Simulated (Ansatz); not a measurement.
# BaTiO3, space group P4/mmm: a point defect in a supercell

Computed with Ansatz's Python interface.

Notebook, run cell by cell (the value of a cell's last expression is shown):

In [1]:
```python
from dataclasses import dataclass

import ansatz
from ase import Atoms
import numpy as np
```

In [2]:
```python
@dataclass
class Options:
    xc: str = "pbesol"
    ecut: int = 510
    mesh: tuple[int, ...] = (1, 1, 2)
    smearing: str = "gaussian"
    smearing_width: float = 0.02
```

In [3]:
```python
cfg = Options()
```

In [4]:
```python
atoms = Atoms(
    ["Ba", "Ti", "O", "O", "O"],
    scaled_positions=[
        (0.0, 0.0, 0.0),
        (0.5, 0.5, 0.5),
        (0.0, 0.5, 0.5),
        (0.5, 0.0, 0.5),
        (0.0, 0.0, 0.5),
    ],
    cell=[
        (4.112467, 0.0, 0.0),
        (0.0, 4.112467, 0.0),
        (0.0, 0.0, 5.035613),
    ],
    pbc=True,
)
batio3 = ansatz.Crystal.from_ase(atoms)
host = batio3.supercell(2, 2, 1)
defective = host.vacancy("Ba", at=(0.0, 0.0, 0.0))
```

In [5]:
```python
def settled(structure):
    return (
        structure.calculation()
        .functional(cfg.xc)
        .basis(cfg.ecut)
        .kpoints(*cfg.mesh)
        .occupations(cfg.smearing, width=cfg.smearing_width)
        .band_table()
    )
```

In [6]:
```python
perfect = settled(host).run(threads=1).report
calculation = (
    settled(defective)
    .relax(force_tolerance=0.02, max_steps=25)
)
res = calculation.run(threads=1)
data = res.report
```

In [7]:
```python
data["n_electrons"]
```
Out [7]:
```text
150.0
```

In [8]:
```python
{key: value for key, value in data.items() if isinstance(value, (int, float)) and "ev" in key}
```
Out [8]:
```text
{'gap_by_band_count_ev': -0.61348894909138,
 'fermi_energy_ev': 7.316018745000475,
 'harris_foulkes_ev': -34208.48384994284,
 'scf_correction_max_component_ev_ang': 0.0005708028207060429,
 'free_energy_ev': -34208.48384995223,
 'internal_energy_ev': -34208.48384995223,
 'lagrangian_ev': -34208.48384995223,
 'energy_sigma0_ev': -34208.48384995223,
 'lagrangian_sigma0_ev': -34208.48384995223,
 'lagrangian_above_aufbau_ev': -2.8061154799522534e-16,
 'entropy_ts_ev': 1.596435566515082e-14,
 'loop_fermi_energy_ev': 7.31601874500916,
 'occupations_fermi_energy_ev': 7.316018745000475}
```

In [9]:
```python
n_host, n_defect = len(perfect["lattice"]["sites"]), len(data["lattice"]["sites"])
print(f"perfect cell: {n_host} atoms, F = {perfect['free_energy_ev']:.4f} eV")
print(f"defect cell:  {n_defect} atoms, F = {data['free_energy_ev']:.4f} eV")
print(f"difference {data['free_energy_ev'] - perfect['free_energy_ev']:.4f} eV (no chemical potentials)")

start = np.array([site.position for site in defective.resolved().sites])
step = np.array([site.position_frac for site in res.lattice.sites]) - start
moved = np.linalg.norm((step - np.round(step)) @ res.lattice.cell_ang, axis=1)
print("relaxation by atom (A):", " ".join(f"{site.symbol}:{d:.3f}" for site, d in zip(res.lattice.sites, moved)))

for site in res.lattice.sites:
    print(f"{site.symbol:2s}", " ".join(f"{v:8.4f}" for v in site.position_ang))
```
```text
perfect cell: 20 atoms, F = -40073.9149 eV
defect cell:  19 atoms, F = -34208.4838 eV
difference 5865.4310 eV (no chemical potentials)
relaxation by atom (A): Ti:0.296 O:0.270 O:0.270 O:0.000 Ba:0.000 Ti:0.296 O:0.270 O:0.120 O:0.000 Ba:0.000 Ti:0.296 O:0.120 O:0.270 O:0.000 Ba:0.000 Ti:0.296 O:0.120 O:0.120 O:0.000
Ti   1.8469   1.8469   2.5178
O    0.0000   2.3262   2.5178
O    2.3262  -0.0000   2.5178
O    0.0000  -0.0000   2.5178
Ba   0.0000   4.1125   0.0000
Ti   1.8469   6.3781   2.5178
O    0.0000   5.8987   2.5178
O    2.1764   4.1125   2.5178
O    0.0000   4.1125   2.5178
Ba   4.1125  -0.0000   0.0000
Ti   6.3781   1.8469   2.5178
O    4.1125   2.1764   2.5178
O    5.8987  -0.0000   2.5178
O    4.1125  -0.0000   2.5178
Ba   4.1125   4.1125   0.0000
Ti   6.3781   6.3781   2.5178
O    4.1125   6.0485   2.5178
O    6.0485   4.1125   2.5178
O    4.1125   4.1125   2.5178
```

What to keep in mind:
- Total energies depend on the potentials; only differences at equal settings carry meaning. A total without «per atom» is that of the cell as typed.
- The run is spin-unpolarised.
- Extra carriers fill band states at a few k-points, so forces and energy hang on the mesh.
- For a metal this mesh is far too coarse, so the numbers only illustrate the procedure.
- The zero of the levels is a convention of the potentials, so an absolute Fermi energy is no work function.
- A gap by band count of zero or less means overlapping bands, a metal.
- The difference holds no chemical potentials.
- Errors of mesh and smearing per atom add up over the supercell, so the energy can be off by tenths of an eV.
- The structure comes from a database of computed cells and needn't be a stable or known phase.
- Gaps and levels are Kohn-Sham values on a finite set of k-points, without spin-orbit coupling.
- The supercell is small, so the defect meets its images and the energies aren't those of an isolated defect; a partly filled defect level may also lower its energy by spin or distortion. For a charged cell the difference holds no correction, alignment or term for the electrons' reservoir.
- Finished in 64 s on 1 thread of AMD EPYC 7R32 (Zen 2), on a shared host, peak memory 0.82 GiB.
